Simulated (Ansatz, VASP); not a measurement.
# SiC in VASP and in Ansatz

INCAR

```
ALGO = Normal ; EDIFF = 1E-6
ENCUT = 520 ; GGA = PE
ISIF = 2 ; ISMEAR = -1
LASPH = True ; LCHARG = False
LREAL = False ; LWAVE = False
NBANDS = 11 ; NELM = 100
PREC = Accurate ; SIGMA = 0.05
```

KPOINTS

```
k-points
0
Gamma
  17 17 17
```

File POSCAR:

```
SiC
1.0
    0.0000000000      1.8826925182      1.8826925182
    1.8826925182      0.0000000000      1.8826925182
    1.8826925182      1.8826925182      0.0000000000
Si C
1 1
Direct
    0.0000000000      0.0000000000      0.0000000000
    0.5000000000      0.5000000000      0.5000000000
```

Input for Ansatz:

```yaml
crystal:
  lattice:
    - [0.0, 1.8826925182, 1.8826925182]
    - [1.8826925182, 0.0, 1.8826925182]
    - [1.8826925182, 1.8826925182, 0.0]
  atoms:
    - { symbol: Si, position: [0.0, 0.0, 0.0] }
    - { symbol: C, position: [0.5, 0.5, 0.5] }
kpoints:
  mp_grid: { grid: [17, 17, 17] }
scf:
  occupations: { method: fermi_dirac, width: 0.05 }
hamiltonian:
  xc: pbe
  pseudopotentials: { kind: all_electron, lapw: { basis_error: 0.001 } }
output:
  forces: true
  stress: true
  eigenvalues: true
  populations: true
```

Change from the starting cell: volume scaled by 0.8, LAPW.

Alike in both runs: task single point; functional PBE; k mesh 17 × 17 × 17; occupations fermi-dirac, width 0.05 eV; no spin polarisation.

```csv
,VASP,Ansatz
version,VASP 6.6.1,Ansatz 0.2.0
potentials or method,"VASP PAW PBE potentials, release 64 (Si, C)","all-electron LAPW, scalar-relativistic"
plane-wave cutoff (eV),520,see its input
```

Ansatz gave:

* pressure (GPa): 90.1

Q: Which values does VASP return?

A: Pressure (GPa): 89.9.

Ansatz ran all-electron here, so the differences hold the error of VASP's frozen core and of both bases.

Caveats: the cell as given lies far from equilibrium; so large a pressure means that the cell lies far from this level's equilibrium, or that cutoff or potentials fall short (VASP); an odd mesh through Γ misses points on the zone boundary, where band edges often lie.
